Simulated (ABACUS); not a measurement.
Runs of ABACUS 3.10.1 on AlRu. The structure is cubic, space group Pm-3m (No. 221). Conventional cell: a = 2.992 Å, b = 2.992 Å, c = 2.992 Å, α = 90.00°, β = 90.00°, γ = 90.00°. Ru (site symmetry m-3m) is surrounded by 8 Al at 2.59 Å. Al (site symmetry m-3m) has 8 Ru at 2.59 Å as nearest neighbours. 

```tsv
level	gap on the mesh (eV)	pressure (GPa)
SOGGA	none	(a)
BLYP	none	12.0
LDA	none	-3.6
PBEsol	none	-1.5
```

Alike in all rows: task single point; potentials or basis PseudoDojo NC SR 0.4.1 PBE standard, DZP LCAO (the cutoffs set its grid); no spin polarisation; cell as given; k mesh 9 × 9 × 9; cutoff (eV) 1361; smearing fermi-dirac 0.05 eV.

Question: Fill in the values left out.

Answer: (a) -3.3.

Caveats: the atomic orbitals were generated for these runs and aren't a published set; the potentials were made for another functional, which shifts forces and pressure; the basis of atomic orbitals isn't converged, which shifts pressures, moduli and gaps.

A k mesh can miss the band edges, and the runs leave out spin-orbit coupling on Ru.

A gap of «none» marks a metal or a gap under the smearing width.

Runs at the PBE level aren't shown here.
